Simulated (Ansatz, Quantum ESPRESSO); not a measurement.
# SiC (001), wurtzite: a film clamped to its substrate

A thin film takes the in-plane lattice of its substrate and is free along the normal. How do the free axis and the stress follow the misfit? The strained cell has c along the film normal; unstrained it is a = 3.0763 Å, b = 3.0763 Å, c = 5.0486 Å, α = 90.00°, β = 90.00°, γ = 120.00°, with 4 atoms.

Calculated with Quantum ESPRESSO 7.5, PBEsol, PseudoDojo 0.4.1 norm-conserving potentials, cutoff 1170 eV, Fermi–Dirac smearing 0.02 eV, k-mesh 10×10×6, no spin polarisation, no spin-orbit coupling.

Relaxed positions at 0 %:

```csv
atom,x,y,z
Si,0.3333,0.6667,0.0009
Si,0.6667,0.3333,0.5009
C,0.6667,0.3333,0.1251
C,0.3333,0.6667,0.6251
```

| ε∥ (%) | a (Å) | c (Å) | ε⊥ (%) | σ (GPa, tension positive) |
| --- | --- | --- | --- | --- |
| −3 | 2.9840 | 5.0815 | 0.652 | −20.35 |
| −1 | 3.0455 | 5.0590 | 0.206 | −6.27 |
| 0 | 3.0763 | 5.0486 | 0.000 | 0.00 |
| 1 | 3.1070 | 5.0387 | −0.196 | 5.78 |
| 2 | 3.1378 | 5.0292 | −0.383 | 11.09 |
| 3 | 3.1686 | 5.0201 | −0.565 | 15.94 |

**Question.** Fit both responses and give the free strain and the stress at −2 %, a row left out above.

Least squares with y = y0 + y1 ε + y2 ε² (ε in %) gives ε⊥ = 0.001 + (−0.2024) ε + (0.0048) ε² and σ = 0.00 + (6.044) ε + (−0.245) ε² GPa. The linear terms put the ratio of free to applied strain at −0.202 and the biaxial modulus at 604 GPa.

At −2 % the free strain comes out as 0.425 %. The run itself gives 0.424 %, so the estimate misses by 0.001 %, a rounding's worth.

The stress comes out as −13.07 GPa. The run itself gives −13.05 GPa, so the estimate misses by 0.02 GPa; the fitted rows themselves lie up to 0.02 GPa off the law.

With c as the unique axis, zero normal stress gives ε⊥/ε∥ = −2C13/C33 for relaxed atoms, so 2C13/C33 is about 0.20.

The negative ε² term means that the crystal stiffens in compression and softens in tension.

The same fit over all rows at other levels or in other programs gives the strain ratio = −0.209 with PBEsol (Quantum ESPRESSO, GBRV), −0.208 with LDA (Quantum ESPRESSO, GBRV) and −0.212 with PBEsol (Ansatz).

[Logs are printed without paths, hosts, clocks, repeated set-up lines and the standing remarks that a program may print on its own settings, such as how far it seeks lower states.]
